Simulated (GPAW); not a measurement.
# Er (Im-3m) in GPAW: convergence with k mesh

Aim: find how far k mesh must go before the results for Er settle, at PBE. This setting moves, with any that are tied to it; all else stays.

All numbers are computed with GPAW 26.7.0; they aren't measurements. Logs are shortened: lines on timing, memory, paths and dates and some standing lists are left out, and cuts for length are marked. The log counts tension as positive stress, the text compression.

## 1. Starting point

It takes space group Im-3m (No. 229, cubic). Conventional cell: a = 3.956 Å, b = 3.956 Å, c = 3.956 Å, α = 90.00°, β = 90.00°, γ = 90.00°. Er (site symmetry m-3m) has 8 Er at 3.43 Å as nearest neighbours.

This isn't the form of Er at room conditions, which is hcp.

## 2. With k mesh 2 × 2 × 2

Contents of run.py:

```python
from ase.dft.bandgap import bandgap
from ase.io import read, write
from ase.units import GPa
from gpaw import GPAW, PW

atoms = read('POSCAR')
atoms.set_initial_magnetic_moments([3.0])

calc = GPAW(mode=PW(800),
            xc='PBE',
            kpts={'size': (2, 2, 2), 'gamma': True},
            occupations={'name': 'fermi-dirac', 'width': 0.05},
            nbands=23,
            convergence={'density': 1e-05, 'energy': 1e-05},
            maxiter=100,
            txt='gpaw.txt')
atoms.calc = calc
energy = atoms.get_potential_energy()
forces = atoms.get_forces()
stress = atoms.get_stress()
calc.write('gs.gpw')
write('result.traj', atoms)
print(f'Energy: {energy:.6f} eV')
print('Forces (eV/A):')
print(forces.round(4))
print('Stress (GPa):', (stress / GPa).round(3))
print('Moments:', calc.get_magnetic_moments().round(3))
print('Fermi level:', round(calc.get_fermi_level(), 4), 'eV')
print(f'Gap: {bandgap(calc)[0]:.4f} eV, direct: {bandgap(calc, direct=True)[0]:.4f} eV')
```

Contents of POSCAR:

```
Er
1.0
   -1.9779384575      1.9779384575      1.9779384575
    1.9779384575     -1.9779384575      1.9779384575
    1.9779384575      1.9779384575     -1.9779384575
Er
1
Direct
    0.0000000000      0.0000000000      0.0000000000
```

Potentials or basis: GPAW PAW data sets (gpaw-data 1.2.1), pw.

Run with:

```bash
OMP_NUM_THREADS=1 python run.py
```

gpaw.txt:

```text
__  _  _
 | _ |_)|_||  |
 |__||  | ||/\| - 26.7.0

Input parameters:
  mode=PW(ecut=800.0),
  convergence={'density': 1e-05, 'energy': 1e-05},
  kpts=MonkhorstPack(size=(2, 2, 2), gamma=True),
  maxiter=100,
  nbands=23,
  occupations=Occupations(name='fermi-dirac', width=0.05),
  xc=XC(name='PBE')

Diagonalizing LCAO Hamiltonian
Converting LCAO to pw mode

       Er

Atoms  # Å, Bohr magnetons
|   | symbol |        x |        y |        z |    initial magnetic moments |
|---|--------|----------|----------|----------|-----------------------------|
| 0 |     Er | 0.000000 | 0.000000 | 0.000000 | ( 0.0000,  0.0000,  3.0000) |

Unit cell  # Å
| periodic |         x |         y |         z |  lengths |     angles |
|----------|-----------|-----------|-----------|----------|------------|
|      yes | -1.977938 |  1.977938 |  1.977938 | 3.425890 | 109.471221 |
|      yes |  1.977938 | -1.977938 |  1.977938 | 3.425890 | 109.471221 |
|      yes |  1.977938 |  1.977938 | -1.977938 | 3.425890 | 109.471221 |

Number of symmetries: 48
Symmetry operations  # r_c * U_cc + t_c -> r_c
|    | kind |            matrix            |
|----|------|------------------------------|
|  0 |  σ   |  1, 1, 1,  0, 0,-1,  0,-1, 0 |
|  1 |  C4  |  1, 1, 1,  0, 0,-1, -1, 0, 0 |
|  2 |  C2  |  1, 1, 1,  0,-1, 0,  0, 0,-1 |
|  3 |  S6  |  1, 1, 1,  0,-1, 0, -1, 0, 0 |
|  4 |  S6  |  1, 1, 1, -1, 0, 0,  0, 0,-1 |
|  5 |  C4  |  1, 1, 1, -1, 0, 0,  0,-1, 0 |
|  6 |  E   |  1, 0, 0,  0, 1, 0,  0, 0, 1 |
|  7 |  σ   |  1, 0, 0,  0, 1, 0, -1,-1,-1 |
|  8 |  σ   |  1, 0, 0,  0, 0, 1,  0, 1, 0 |
|  9 |  C3  |  1, 0, 0,  0, 0, 1, -1,-1,-1 |
| 10 |  C3  |  1, 0, 0, -1,-1,-1,  0, 1, 0 |
| 11 |  σ   |  1, 0, 0, -1,-1,-1,  0, 0, 1 |
| 12 |  σ   |  0, 1, 0,  1, 0, 0,  0, 0, 1 |
| 13 |  C2  |  0, 1, 0,  1, 0, 0, -1,-1,-1 |
| 14 |  C3  |  0, 1, 0,  0, 0, 1,  1, 0, 0 |
| 15 |  S4  |  0, 1, 0,  0, 0, 1, -1,-1,-1 |
| 16 |  S4  |  0, 1, 0, -1,-1,-1,  1, 0, 0 |
| 17 |  C3  |  0, 1, 0, -1,-1,-1,  0, 0, 1 |
| 18 |  C3  |  0, 0, 1,  1, 0, 0,  0, 1, 0 |
| 19 |  S4  |  0, 0, 1,  1, 0, 0, -1,-1,-1 |
| 20 |  σ   |  0, 0, 1,  0, 1, 0,  1, 0, 0 |
| 21 |  C3  |  0, 0, 1,  0, 1, 0, -1,-1,-1 |
| 22 |  C2  |  0, 0, 1, -1,-1,-1,  1, 0, 0 |
| 23 |  S4  |  0, 0, 1, -1,-1,-1,  0, 1, 0 |
| 24 |  C4  |  0, 0,-1,  1, 1, 1,  0,-1, 0 |
| 25 |  σ   |  0, 0,-1,  1, 1, 1, -1, 0, 0 |
| 26 |  S6  |  0, 0,-1,  0,-1, 0,  1, 1, 1 |
| 27 |  C2  |  0, 0,-1,  0,-1, 0, -1, 0, 0 |
| 28 |  C4  |  0, 0,-1, -1, 0, 0,  1, 1, 1 |
| 29 |  S6  |  0, 0,-1, -1, 0, 0,  0,-1, 0 |
| 30 |  S6  |  0,-1, 0,  1, 1, 1,  0, 0,-1 |
| 31 |  C4  |  0,-1, 0,  1, 1, 1, -1, 0, 0 |
| 32 |  C4  |  0,-1, 0,  0, 0,-1,  1, 1, 1 |
| 33 |  S6  |  0,-1, 0,  0, 0,-1, -1, 0, 0 |
| 34 |  σ   |  0,-1, 0, -1, 0, 0,  1, 1, 1 |
| 35 |  C2  |  0,-1, 0, -1, 0, 0,  0, 0,-1 |
| 36 |  C2  | -1, 0, 0,  1, 1, 1,  0, 0,-1 |
| 37 |  S6  | -1, 0, 0,  1, 1, 1,  0,-1, 0 |
| 38 |  S6  | -1, 0, 0,  0, 0,-1,  1, 1, 1 |
| 39 |  C2  | -1, 0, 0,  0, 0,-1,  0,-1, 0 |
| 40 |  C2  | -1, 0, 0,  0,-1, 0,  1, 1, 1 |
| 41 |  i   | -1, 0, 0,  0,-1, 0,  0, 0,-1 |
| 42 |  S4  | -1,-1,-1,  1, 0, 0,  0, 1, 0 |
| 43 |  C3  | -1,-1,-1,  1, 0, 0,  0, 0, 1 |
| 44 |  C3  | -1,-1,-1,  0, 1, 0,  1, 0, 0 |
| 45 |  σ   | -1,-1,-1,  0, 1, 0,  0, 0, 1 |
| 46 |  S4  | -1,-1,-1,  0, 0, 1,  1, 0, 0 |
| 47 |  C2  | -1,-1,-1,  0, 0, 1,  0, 1, 0 |

BZ-sampling:
  Number of BZ points: 8
  Number of IBZ points: 3

  Monkhorst-Pack size: [2, 2, 2]
  Monkhorst-Pack shift: [0.25, 0.25, 0.25]

K-points  # in reciprocal-cell coordinates
|   |                                coordinates |     weight |
|---|--------------------------------------------|------------|
| 0 | (  0.00000000,   0.00000000,   0.00000000) | 0.12500000 |
| 1 | (  0.50000000,   0.50000000,   0.00000000) | 0.75000000 |
| 2 | (  0.50000000,   0.50000000,   0.50000000) | 0.12500000 |

Plane wave coefficients: 1638
Cutoff: 800.0 eV

Spin-components: 2 (collinear spins)
Bands:           23
Projectors:      8
Spin-degeneracy: 1
Datatype:        complex128

Parallelization:
  kpt:    1
  domain: 1
  band:   1

Density:
  Valence electrons: 22.0
  Components: 2
  Grid points: [24 24 24]
  Charge: 0.0  # |e|

Potential:
  Grid points: [24 24 24]

species:
  Er:
    name:    Erbium
    Z:       68.0
    valence: 22
    core:    46
    charge:  0.0  # [|e|]
    compensation charges:
      type: gauss
      rc: 0.35  # [Å]
      lmax: 2
    cutoffs:
      filter: 1.16  # [Å]
      core: 1.71  # [Å]
    projectors
    | kind |    occ | energy [eV] | rcut [Å] |
    |------|--------|-------------|----------|
    |   5s |  2.000 |     -51.863 |    1.164 |
    |   6s |  2.000 |      -3.832 |    1.164 |
    |   5p |  6.000 |     -26.385 |    1.164 |
    |   6p |  0.000 |      -1.134 |    1.164 |
    |   5d |  0.000 |      -0.915 |    1.164 |
    |   4f | 12.000 |      -3.131 |    1.164 |
    |    d |        |      26.296 |    1.164 |
    |    f |        |      24.080 |    1.164 |

    Using partial waves for Er as LCAO basis

Reference energy: -356096.829707  # eV

eigensolver:
  PPCG
  Converge bands: occupied
  niter=2

density mixing:
  MSR1-Mixer
  Pratt-step length: 0.05
  Maximum mixing coefficient: 0.75
  Old densities: 10
  SVD Regularization: 0.005
  Good broyden scale: 1.0
  Trust region scale: 1.0
  Backstep threshold: 4.0
  History deletion threshold: 6.0
  Fourier metric: weight=20.0, sigma=0.015

occupation numbers:
  Fermi-Dirac:
    width: 0.0500  # eV

poisson solver:
  ecut: 6400.0  # eV

xc functional:
  name: PBE with 2 nearest neighbor stencil

convergence criteria:
- Maximum integral of absolute [dens]ity change: 1e-05 electrons / valence electron
- Maximum [total energy] change in last 3 cyles: 1e-05 eV / valence electron
- Maximum integral of absolute [eigenst]ate change: 4e-08 eV^2 / valence electron
maximum number of iterations: 100

SCF iterations
|iter     | |      energy | eigst |  dens |  magmom |
|---------|-|-------------|-------|-------|---------|
|iter:   1| |  -11.400101 | -0.14 |       |  +2.8348|
|iter:   2| |   -4.413998 | -1.19 | -0.47 |  +2.7055|
|iter:   3| |   -5.204721 | -0.83 | -0.72 |  +2.6782|
|iter:   4| |   -3.240593 | -1.41 | -0.46 |  +2.7450|
|iter:   5| |   -3.228257 | -2.81 | -1.44 |  +2.6623|
|iter:   6| |   -3.275994 | -2.92 | -1.54 |  +2.4675|
|iter:   7| |   -3.287007 | -3.13 | -1.60 |  +2.2763|
|iter:   8| |   -3.285671 | -4.06 | -1.90 |  +2.2239|
|iter:   9| |   -3.284705 | -5.38 | -2.08 |  +2.2477|
|iter:  10| |   -3.281288 | -3.75 | -2.11 |  +2.2256|
|iter:  11| |   -3.281809 | -5.47 | -2.65 |  +2.2240|
|iter:  12| |   -3.281728 | -6.72 | -2.56 |  +2.2275|
|iter:  13| |   -3.280611 | -4.16 | -2.61 |  +2.2325|
|iter:  14| |   -3.280790 | -5.21 | -2.90 |  +2.2507|
|iter:  15| |   -3.280766c| -6.65 | -3.62 |  +2.2506|
|iter:  16| |   -3.280770c| -7.85c| -4.02 |  +2.2502|
|iter:  17| |   -3.280776c| -8.13c| -4.41 |  +2.2500|
|iter:  18| |   -3.280775c| -8.27c| -5.26c|  +2.2500|

Converged in 18 steps
Energy contributions relative to reference atoms: (reference = -356096.829707)

Energy contributions:
  Kinetic:         -48.309110
  Coulomb:          45.176767
  Zero:              0.713134
  External:          0.000000
  Xc:               -0.784974
  Entropy:          -0.153184
  Spinorbit:         0.000000
  ----------------------------
  Free energy:      -3.357367
  Extrapolated:     -3.280775

dipole moment: (-9.781407, -9.781407, -9.781407)  # |e|*Ang

Total magnetic moment: (0.000000, 0.000000, 2.249995)

Local magnetic moments
|        x |        y |        z |
|----------|----------|----------|
| 0.000000 | 0.000000 | 2.327963 |  # Er   0

Fermi level: 8.436
Eigenvalues  # (at kpt = [0.000, 0.000, 0.000])
| band index |      eig [eV] | occ [0-1] |      eig [eV] | occ [0-1] |
|------------|---------------|-----------|---------------|-----------|
|          0 |       -40.760 |     1.000 |       -39.760 |     1.000 |
|        ... |               |           |               |           |
|          2 |       -14.592 |     1.000 |       -13.877 |     1.000 |
|          3 |       -14.592 |     1.000 |       -13.877 |     1.000 |
|          4 |         2.986 |     1.000 |         2.943 |     1.000 |
|          5 |         6.499 |     1.000 |         8.239 |     0.981 |
|          6 |         6.499 |     1.000 |         8.239 |     0.981 |
|          7 |         6.499 |     1.000 |         8.239 |     0.981 |
[... 8 lines left out ...]
|         16 |        13.141 |     0.000 |        13.318 |     0.000 |
|         17 |        19.711 |     0.000 |        19.665 |     0.000 |
|        ... |               |           |               |           |
|         22 |        28.192 |     0.000 |        28.327 |     0.000 |

No gap
No difference between direct/indirect transitions

Forces  # eV/Ang
|       x |        y |        z |
|---------|----------|----------|
| 0.00000 | -0.00000 | -0.00000 |  # Er   0

Stress tensor  # eV/Ang^3
|         x |         y |         z |
|-----------|-----------|-----------|
|  0.066822 | -0.000000 | -0.000000 |
| -0.000000 |  0.066822 |  0.000000 |
| -0.000000 |  0.000000 |  0.066822 |

# Writing to gs.gpw (mode='')
```

stdout:

```text
Energy: -3.280775 eV
Forces (eV/A):
[[ 0. -0. -0.]]
Stress (GPa): [10.706 10.706 10.706  0.    -0.    -0.   ]
Moments: [2.328]
Fermi level: 8.4363 eV
Gap: 0.0000 eV, direct: 0.0000 eV
```

It took 17 s on 1 thread of Arm Neoverse V1, shared host; peak memory 0.18 GiB.

What came out:

| Quantity | Value |
| --- | --- |
| Free energy | -3.3574 eV |
| Pressure | -10.7 GPa |
| Band gap on the k mesh | none (metal or under the smearing width) |
| Net moment | 2.25 μB per cell |
| Site moments | Er +2.33 μB |

## 3. With k mesh 3 × 3 × 3

run.py: that of step 2 with these lines changed.

```diff
@@ -10,3 +10,3 @@
             xc='PBE',
-            kpts={'size': (2, 2, 2), 'gamma': True},
+            kpts={'size': (3, 3, 3), 'gamma': True},
             occupations={'name': 'fermi-dirac', 'width': 0.05},
```

POSCAR is that of step 2.

Potentials or basis: GPAW PAW data sets (gpaw-data 1.2.1), pw.

Run with:

```bash
OMP_NUM_THREADS=1 python run.py
```

Wall time 23 s (1 thread of Arm Neoverse V1, shared host); peak memory 0.18 GiB.

Results:

```yaml
Free_energy: -2.3349 eV
Pressure: 0.7 GPa
Band_gap_on_the_k_mesh: none (metal or under the smearing width)
Net_moment: 2.37 μB per cell
Site_moments: Er +2.37 μB
```

## 4. With k mesh 4 × 4 × 4

run.py: that of step 3 with these lines changed.

```diff
@@ -10,3 +10,3 @@
             xc='PBE',
-            kpts={'size': (3, 3, 3), 'gamma': True},
+            kpts={'size': (4, 4, 4), 'gamma': True},
             occupations={'name': 'fermi-dirac', 'width': 0.05},
```

POSCAR is that of step 3.

Run with:

```bash
OMP_NUM_THREADS=1 python run.py
```

It took 34 s on 1 thread of Arm Neoverse V1, shared host; peak memory 0.18 GiB.

Results:

```
Free energy            : -2.5133 eV
Pressure               : 3.1 GPa
Band gap on the k mesh : none (metal or under the smearing width)
Net moment             : 2.28 μB per cell
Site moments           : Er +2.33 μB
```

## 5. With k mesh 5 × 5 × 5

run.py: that of step 4 with these lines changed.

```diff
@@ -10,3 +10,3 @@
             xc='PBE',
-            kpts={'size': (4, 4, 4), 'gamma': True},
+            kpts={'size': (5, 5, 5), 'gamma': True},
             occupations={'name': 'fermi-dirac', 'width': 0.05},
```

POSCAR is that of step 4.

Run with:

```bash
OMP_NUM_THREADS=1 python run.py
```

It took 34 s on 1 thread of Arm Neoverse V1, shared host; peak memory 0.19 GiB.

The run converged. Its results:

| Item | Value |
| --- | --- |
| Free energy | -2.5188 eV |
| Pressure | 2.5 GPa |
| Band gap on the k mesh | none (metal or under the smearing width) |
| Net moment | 2.22 μB per cell |
| Site moments | Er +2.31 μB |

## 6. With k mesh 6 × 6 × 6

run.py: that of step 5 with these lines changed.

```diff
@@ -10,3 +10,3 @@
             xc='PBE',
-            kpts={'size': (5, 5, 5), 'gamma': True},
+            kpts={'size': (6, 6, 6), 'gamma': True},
             occupations={'name': 'fermi-dirac', 'width': 0.05},
```

POSCAR is that of step 5.

Potentials or basis: GPAW PAW data sets (gpaw-data 1.2.1), pw.

Run with:

```bash
OMP_NUM_THREADS=1 python run.py
```

It took 49 s on 1 thread of Arm Neoverse V1, shared host; peak memory 0.19 GiB.

It converged, with:

```
Free energy            : -2.5098 eV
Pressure               : 2.4 GPa
Band gap on the k mesh : none (metal or under the smearing width)
Net moment             : 2.19 μB per cell
Site moments           : Er +2.31 μB
```

## 7. With k mesh 7 × 7 × 7

run.py: that of step 6 with these lines changed.

```diff
@@ -10,3 +10,3 @@
             xc='PBE',
-            kpts={'size': (6, 6, 6), 'gamma': True},
+            kpts={'size': (7, 7, 7), 'gamma': True},
             occupations={'name': 'fermi-dirac', 'width': 0.05},
```

POSCAR is that of step 6.

Run with:

```bash
OMP_NUM_THREADS=1 python run.py
```

Run time: 69 s. Hardware: 1 thread of Arm Neoverse V1, shared host; peak memory 0.2 GiB.

Results (log left out):

| Property | Result |
| --- | --- |
| Free energy | -2.5188 eV |
| Pressure | 2.2 GPa |
| Band gap on the k mesh | none (metal or under the smearing width) |
| Net moment | 2.18 μB per cell |
| Site moments | Er +2.31 μB |

## 8. With k mesh 9 × 9 × 9

run.py: that of step 7 with these lines changed.

```diff
@@ -10,3 +10,3 @@
             xc='PBE',
-            kpts={'size': (7, 7, 7), 'gamma': True},
+            kpts={'size': (9, 9, 9), 'gamma': True},
             occupations={'name': 'fermi-dirac', 'width': 0.05},
```

POSCAR is that of step 7.

Run with:

```bash
OMP_NUM_THREADS=1 python run.py
```

Run time: 1.7 min. Hardware: 1 thread of Arm Neoverse V1, shared host; peak memory 0.22 GiB.

It converged, with:

```
Free energy            : -2.5147 eV
Pressure               : 2.4 GPa
Band gap on the k mesh : none (metal or under the smearing width)
Net moment             : 2.19 μB per cell
Site moments           : Er +2.31 μB
```

## 9. With k mesh 10 × 10 × 10

run.py: that of step 8 with these lines changed.

```diff
@@ -10,3 +10,3 @@
             xc='PBE',
-            kpts={'size': (9, 9, 9), 'gamma': True},
+            kpts={'size': (10, 10, 10), 'gamma': True},
             occupations={'name': 'fermi-dirac', 'width': 0.05},
```

POSCAR is that of step 8.

Potentials or basis: GPAW PAW data sets (gpaw-data 1.2.1), pw.

Run with:

```bash
OMP_NUM_THREADS=1 python run.py
```

Run time: 2.3 min. Hardware: 1 thread of Arm Neoverse V1, shared host; peak memory 0.24 GiB.

Results (log left out):

```
Free energy            : -2.5157 eV
Pressure               : 2.3 GPa
Band gap on the k mesh : none (metal or under the smearing width)
Net moment             : 2.21 μB per cell
Site moments           : Er +2.31 μB
```

## 10. With k mesh 13 × 13 × 13

run.py: that of step 9 with these lines changed.

```diff
@@ -10,3 +10,3 @@
             xc='PBE',
-            kpts={'size': (10, 10, 10), 'gamma': True},
+            kpts={'size': (13, 13, 13), 'gamma': True},
             occupations={'name': 'fermi-dirac', 'width': 0.05},
```

POSCAR is that of step 9.

Run with:

```bash
OMP_NUM_THREADS=1 python run.py
```

It took 3.9 min on 1 thread of Arm Neoverse V1, shared host; peak memory 0.3 GiB.

It converged, with:

```
Free energy            : -2.5155 eV
Pressure               : 2.3 GPa
Band gap on the k mesh : none (metal or under the smearing width)
Net moment             : 2.20 μB per cell
Site moments           : Er +2.31 μB
```

## 11. The series at a glance

| k mesh | energy less the tightest run, at zero smearing (meV/atom) | pressure (GPa) | largest site moment (μB) | SCF cycles | CPU time (s) | peak memory (GiB) |
| --- | --- | --- | --- | --- | --- | --- |
| 2 × 2 × 2 | -843.75 | -10.71 | 2.33 | 18 | 17 | 0.18 |
| 3 × 3 × 3 | 177.19 | 0.65 | 2.37 | 22 | 23 | 0.18 |
| 4 × 4 × 4 | 3.21 | 3.09 | 2.33 | 21 | 34 | 0.18 |
| 5 × 5 × 5 | -3.66 | 2.53 | 2.31 | 17 | 34 | 0.19 |
| 6 × 6 × 6 | 6.82 | 2.43 | 2.31 | 17 | 49 | 0.19 |
| 7 × 7 × 7 | -4.09 | 2.25 | 2.31 | 20 | 69 | 0.2 |
| 9 × 9 × 9 | 0.82 | 2.35 | 2.31 | 18 | 100 | 0.22 |
| 10 × 10 × 10 | -0.12 | 2.32 | 2.31 | 18 | 140 | 0.24 |
| 13 × 13 × 13 | 0.00 | 2.35 | 2.31 | 19 | 230 | 0.3 |

Against the tightest run, the energy stays within 1 meV/atom from 9 × 9 × 9 on; the pressure stays within 0.1 GPa from 6 × 6 × 6 on; the largest site moment stays within 0.02 μB from 5 × 5 × 5 on. Meshes of other sizes hit other points, so gaps and Fermi surfaces needn't settle smoothly. The tightest run that finished is the yardstick and may itself not be fully converged.

Caveats: one-centre terms of the f shell are cut off; the magnetic or orbital state may not be the lowest; spin-orbit coupling is left out, which moves the levels of the heavy elements.
